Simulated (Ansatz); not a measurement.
# What a change of settings does: BaS

First run: DFT, LDA, all-electron PAW with datasets made for the crystal, scalar-relativistic (Ansatz 0.2.0).

Command: `ansatz run input.yaml --threads 1 --pin off --max-ram 2048MiB --backend cpu --events-out ev --progress --plain --runs-dir out` It took 3.3 s on 1 thread of Intel(R) Xeon(R) 6975P-C (Granite Rapids), on a shared host, peak memory 0.45 GiB.

```yaml
crystal:
  lattice:
    - [0.0, 3.225675618, 3.225675618]
    - [3.225675618, 0.0, 3.225675618]
    - [3.225675618, 3.225675618, 0.0]
  atoms:
    - { symbol: Ba, position: [0.0, 0.0, 0.0] }
    - { symbol: S, position: [0.5, 0.5, 0.5] }
kpoints:
  mp_grid: { grid: [8, 8, 8] }
scf:
  occupations: { method: fermi_dirac, width: 0.03 }
hamiltonian:
  xc: lda
  pseudopotentials: { kind: all_electron, datasets: crystal }
output:
  forces: true
  stress: true
  eigenvalues: true
  efg: { contact_densities: true }
```

The base volume is that of a database entry, with shape and atoms relaxed on PAW files at held volume, so it needn't be at zero pressure; the structure needn't be the stable phase, at rest or compressed.

This run: the series' base cell.

It converges in 9 SCF iterations at a pressure of -3.56 GPa.

The input is then changed:

```diff
+  symmetry: { detect: false }
 kpoints:
-  mp_grid: { grid: [8, 8, 8] }
+  mp_grid: { grid: [8, 8, 8], shift: [0.5, 0.5, 0.5] }
 scf:
   occupations: { method: fermi_dirac, width: 0.03 }
+  mixing: { algorithm: broyden, beta: 0.1 }
 hamiltonian:
```

Predict the outcome of the changed run.

It converges in 16 SCF iterations at a pressure of -3.56 GPa. Results part of its log:
```
SCF 1 converged in 16 iterations: F = -232037.010439 eV  dr2 = 3.76e-9
  Residual-converged pass: ⟨swp⟩=5.0  Hψ=9633  notcnv=0  max |occ|·‖R‖ = 5.3e-6 eV (tolerance 5.3e-6 eV)  dr2=2.97e-9  dr2_onsite=6.42e-10  max |Δocc| = 2.0e-21
  greatest PAW one-centre occupation: 0.948 electrons in one spin orbital (limit 2), on the Ba atom at site 0 (counted from 0), in its partial waves of l = 0
SCF converged after 16 iterations
Stability not checked: this state was not tested for a lower state beside it, because the mixer in use, unlike msr1, does not test its closes by its own steps (another_mixer; see scf.mixing.algorithm and scf.lower_state_search)
Free energy (F): -232037.010439 eV
Harris-Foulkes:  -232037.010439 eV  (|F-HF|=3.09e-9)
Internal energy: -232037.010439 eV  (E = F + TS)
E sigma→0 (E₀):  -232037.010439 eV
Past the cutoff: the bands carry plane waves up to 1.75 times it, of which those up to 1.5 times it add -0.000052 eV an atom, each by itself; the spheres take 0.000028 eV an atom off the energy for waves past 1.75 times it
By the cutoff:   a pressure is off by up to 0.004 GPa (1.2 times the spheres' own share and the shells' term, over an atom's volume, and 0.004 GPa: a bound that held against runs at twice the plane waves)
Past the cutoffs: a stress includes 0.0002 GPa for waves and charges beyond them, in addition to the slope of what the spheres take
In the spheres:  the bands' charges fall short by 1.0e-6 e at most (sound up to 1e-3)
Fermi energy:    8.292257 eV
--- Per-component energies (eV) ---
  E_band       = -28.286757
  E_kinetic    = 312.132071
  E_local      = -309.929570  (includes V_loc(G=0)·N_el)
  E_nonlocal   = -51.677998
  E_hartree    = 135.387074
  E_xc         = -208.844029
  E_vxc        = -266.190756  (∫ρ·V_xc dr)
[... lines left out ...]
  E_closure    = 1370.947771  (closes the sum)
  Σ components = -232037.010439   (vs F -232037.010439, Δ=0.00e0)
  The terms above E_closure are by the made datasets' own strengths, without shells solved beside the bands.
--- Forces (eV/Å), atoms counted from 1 ---
  atom   1  Ba    -0.00000000    -0.00000000    -0.00000000
  atom   2  S     -0.00000000    -0.00000000    -0.00000000
  max |Σ_I F_I| component: 1.08e-13 eV/Å
--- Stress (GPa, compression-positive) ---
       -3.564102      -0.000075      -0.000075
       -0.000075      -3.564101      -0.000075
       -0.000075      -0.000075      -3.564102
  P = ⅓ Tr σ = -3.5641 GPa (-35.641 kbar)
--- PAW observables at the nuclei: V_zz in 10²¹ V/m², potentials from the cell's mean, atoms counted from 1 ---
  atom   1  Ba V_zz =    +0.000478   η = 0.1084   by run symmetry: not_imposed
            electrostatic potential = -9616.731159 V   contact ρ = 2057082.245784 e/Å³
  atom   2  S  V_zz =    +0.000584   η = 0.0116   by run symmetry: not_imposed
            electrostatic potential = -1631.562814 V   contact ρ = 19620.485417 e/Å³
--- Band table (eV; the first three rows and the last of 256) ---
  k-point 0: bands = ["-18.8249", "-3.9143", "-3.8320", "-3.8320", "-2.8957", "7.1244", "7.1899", "7.1899", "10.6296", "11.0379"]
  k-point 1: bands = ["-18.8176", "-4.1919", "-3.8575", "-3.8311", "-2.5954", "6.6153", "6.8997", "7.1023", "10.9517", "11.2349"]
  k-point 2: bands = ["-18.8033", "-4.5517", "-3.8779", "-3.8430", "-2.2076", "5.9743", "6.5365", "6.7389", "11.1522", "11.8486"]
  k-point 255: bands = ["-18.7866", "-4.8602", "-3.8815", "-3.8737", "-1.8706", "5.4117", "6.2759", "6.2840", "12.2432", "12.6574"]
```
